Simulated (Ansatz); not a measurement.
# AgI (F-43m) at temperature and pressure, part 2 of 2

Wanted: expansion, heat capacity and stiffness of AgI along isobars.

Ansatz 0.2.0; DFT RPBE, scalar-relativistic, plane waves, PAW.

So far. Step 2 (A first coarse run): The start is under 4.1 GPa at this level and looks like an insulator or semiconductor on this mesh. Step 5 (Relaxing to small residual forces and stress): The residual pressure is 0.0090 GPa, small enough for phonons.

The database entry behind the starting cell differs from later determinations by our own check (about 0.3 % short), so it need not match the best structure at ambient conditions.

## 9. Phonons of the refused cell

The study refused this cell, so its phonons are run alone to see which modes are imaginary.

Contents of input.yaml:

```yaml
crystal:
  lattice:
    - [0.0, 3.2141627193, 3.2141627193]
    - [3.2141627193, 0.0, 3.2141627193]
    - [3.2141627193, 3.2141627193, 0.0]
  atoms:
    - { symbol: Ag, position: [0.0, 0.0, 0.0] }
    - { symbol: I, position: [0.25, 0.25, 0.25] }
kpoints:
  mp_grid: { grid: [8, 8, 8] }
hamiltonian:
  xc: rpbe
scf:
  occupations: { method: fixed }
output:
  eigenvalues: true
phonons:
  method: dfpt
  dielectric: true
  rigid_motions: translations
  qmesh: [4, 4, 4]
  temperatures: { t_max: 1000, t_step: 50 }
  qpath:
    path:
      - [[0.0, 0.0, 0.0], [-0.5, -0.5, 0.0], [-0.375, -0.375, 0.25]]
      - [[-0.375, 0.0, 0.375], [0.0, 0.0, 0.0], [0.0, 0.0, 0.5], [-0.5, -0.25, 0.25], [-0.5, -0.5, 0.0]]
    npoints: 10
```

Started as:

```
$ ansatz run input.yaml --threads 4 --pin off --max-ram 8192MiB --backend cpu --events-out ev --progress --plain --runs-dir out
```

Run time: 2.1 min. Hardware: 4 threads of Intel Xeon Platinum 8375C at 2.90GHz (Ice Lake), shared host; peak memory 1.9 GiB.

Numbers from this step:

| Property | Result |
| --- | --- |
| Γ frequencies | 0, 0, 0, 116.6, 116.6, 116.6 cm⁻¹ (negative: imaginary) |
| lowest frequency on the path | -14.28 cm⁻¹ |
| point group | -43m |
| highest frequency | 140.1 cm⁻¹ |

ε∞:

```
5.20 0.00 0.00
0.00 5.20 0.00
0.00 0.00 5.20
```

Born charge (rows field, columns displacement) (e), principal values of the symmetric part by kind of site:

```csv
atom,atoms with these values,low,middle,high,mean
Ag1,1,1.18,1.18,1.18,1.18
I2,1,-1.18,-1.18,-1.18,-1.18
```

In full for Ag1:

```
1.18 0.00 0.00
0.00 1.18 0.00
0.00 0.00 1.18
```

ε₀ (ions relaxed, fixed cell):

```
6.50 0.00 0.00
0.00 6.50 0.00
0.00 0.00 6.50
```

LO-TO term included. Phonon branches along the path, in cm⁻¹:

```csv
point,branch 1,branch 2,branch 3,branch 4,branch 5,branch 6
Γ,0,0,0,117,117,130
halfway,9,9,66,127,127,128
X,-14,-14,99,119,136,136
halfway,-14,-2,98,118,135,137
U,-11,17,95,118,133,140
jump to K,-11,17,95,118,133,140
halfway,6,22,64,123,126,132
Γ,0,0,0,117,117,130
halfway,6,6,57,122,122,132
L,-7,-7,78,126,126,135
halfway,7,19,85,122,130,138
W,15,17,97,114,136,139
halfway,2,4,98,116,136,137
X,-14,-14,99,119,136,136
```

The phonon density of states has structure finer than the step of the table below, so its rows give means over 5 cm⁻¹, whole bins alone (the curve runs from -15 to 141 cm⁻¹). Peaks (cm⁻¹: height): 7.0: 0.100, 19.0: 0.140, 79.0: 0.0343, 123.0: 0.174, 135.0: 0.154.

Tetrahedra on 20 20 20, mean over bins of 2 cm⁻¹. The phonon density of states by wavenumber; means over each step:

wavenumber (cm⁻¹), phonon density of states (1/cm⁻¹/cell) and a bar:
```
      -10      0.020 ####
       -5      0.033 #######
        0      0.030 ######
        5      0.071 ##############
       10      0.082 ################
       15      0.080 ################
       20      0.078 ################
       25      0.003 #
       30      0.001 
       35      0.001 
       40      0.002 
       45      0.003 #
       50      0.004 #
       55      0.006 #
       60      0.008 ##
       65      0.011 ##
       70      0.015 ###
       75      0.024 #####
       80      0.032 ######
       85      0.031 ######
       90      0.030 ######
       95      0.027 #####
      100      0.005 #
      105      0.000 
      110      0.000 
      115      0.022 ####
      120      0.101 ####################
      125      0.150 ##############################
      130      0.122 ########################
      135      0.139 ############################
```

No LO-TO term. Modes at Γ, with each element's share of the kinetic energy:

```csv
mode,frequency (cm⁻¹),symmetry,Ag %,I %
1,0.0,T2,46,54
2,0.0,T2,46,54
3,0.0,T2,46,54
4,116.6,T2,54,46
5,116.6,T2,54,46
6,116.6,T2,54,46
```

Displacements in mode 4 (116.6 cm⁻¹), the largest set to 1:
```
Ag1  1.00 -0.66 -0.40
I2  -0.85  0.56  0.34
```

Lowest modes at the softest wavevector of the mesh; phase exp(i q.(R + tau)). The modes at q = (0.000, 0.500, 0.500) (shares of kinetic energy by element, %) (negative means imaginary):

```csv
mode,frequency (cm⁻¹),Ag %,I %
1,-14.3,60,40
2,-14.3,60,40
3,99.3,100,0
4,118.7,0,100
5,135.6,40,60
6,135.6,40,60
```

Displacements in mode 2 (-14.3 cm⁻¹), the largest set to 1, in the home cell:
```
Ag1  0.00 -0.11  1.00
I2   0.00  0.75 -0.08
```

Displacements in mode 6 (135.6 cm⁻¹), the largest set to 1, in the home cell:
```
Ag1  0.00 -0.52  0.89
I2   0.00 -1.00  0.59
```

The modes has structure finer than the step of the table below, so its rows give means over 5 cm⁻¹, whole bins alone (the curve runs from -24.1 to 154 cm⁻¹). Peaks (cm⁻¹: height): Ag -6.2: 0.0197, 8.4: 0.0513, 18.5: 0.0605, 93.7: 0.0241, 124.0: 0.0658; I 8.4: 0.0418, 124.0: 0.0909, 135.2: 0.0858.

Phonopy on the run's constants, 15x15x15 mesh, Gaussian sigma 2.0 cm⁻¹. Table of modes by wavenumber; means over each step; values in 1/cm⁻¹/cell:

```csv
wavenumber (cm⁻¹),Ag,I
-20,6.7e-5,4.5e-5
-15,0.00338,0.00231
-10,0.0140,0.0100
-5,0.0170,0.0131
0,0.0138,0.0115
5,0.0377,0.0318
10,0.0464,0.0370
15,0.0485,0.0346
20,0.0441,0.0291
25,0.00445,0.00298
30,5.9e-4,6.3e-4
35,5.9e-4,6.1e-4
40,0.00123,0.00122
45,0.00139,0.00132
50,0.00222,0.00196
55,0.00300,0.00249
60,0.00446,0.00338
65,0.00618,0.00424
70,0.00949,0.00580
75,0.0159,0.00825
80,0.0217,0.00993
85,0.0219,0.00847
90,0.0230,0.00631
95,0.0221,0.00300
100,0.00694,3.9e-4
105,1.3e-4,2.6e-6
110,8.1e-5,8.6e-4
115,0.00503,0.0208
120,0.0338,0.0659
125,0.0614,0.0829
130,0.0534,0.0716
135,0.0510,0.0828
140,0.0243,0.0428
145,0.00114,0.00202
150,0,1.1e-6
```

Lorentz oscillators from the run's modes, damping 2 % of each frequency (typed, at least 3 cm⁻¹). The reflectivity, E along x by wavenumber; read off at these points:

```csv
wavenumber (cm⁻¹),"reflectivity, E along x"
10,0.191
20,0.192
30,0.193
40,0.195
50,0.198
60,0.203
70,0.210
80,0.220
90,0.237
100,0.271
110,0.369
120,0.767
130,0.225
140,0.0418
150,0.0813
160,0.101
170,0.113
180,0.121
190,0.126
200,0.13
210,0.133
220,0.136
230,0.138
```

The lowest solved frequency is -14.3 cm⁻¹, so the cell is unstable here and gives no valid free energy.

## 10. Results

```yaml
lowest_frequency_at_the_solved_wavevectors_cell_at_5_gpa: -14.3 cm⁻¹
```

With imaginary harmonic modes at the relaxed cell the quasi-harmonic free energy is undefined, so no expansion is obtained for this phase at this level. The softest solved mode is 14i cm⁻¹ at q = (0, -0.5, -0.5), and 1 of 8 solved wavevectors carry a mode beyond 8i cm⁻¹. This is the cell at 5 GPa, not the one at ambient pressure. The log warns that the k-mesh is coarse for the response calculation and asks for a check on a denser one. The interpolation has no quadrupole term, so branches near the zone centre are less sure, since this crystal has sites that are not centres of inversion. The PAW files were made for PBE and are used here under another functional, for which the program regenerates the frozen cores.

[Logs are printed without paths, hosts, clocks, repeated set-up lines and the standing remarks that a program may print on its own settings, such as how far it seeks lower states.]

[Hosts, paths, dates, database ids (printed as entryN), source tags and the programs' standing remarks are cut or masked in the printed files.]

[A step with changed settings may run another functional than the one named; its input shows which.]
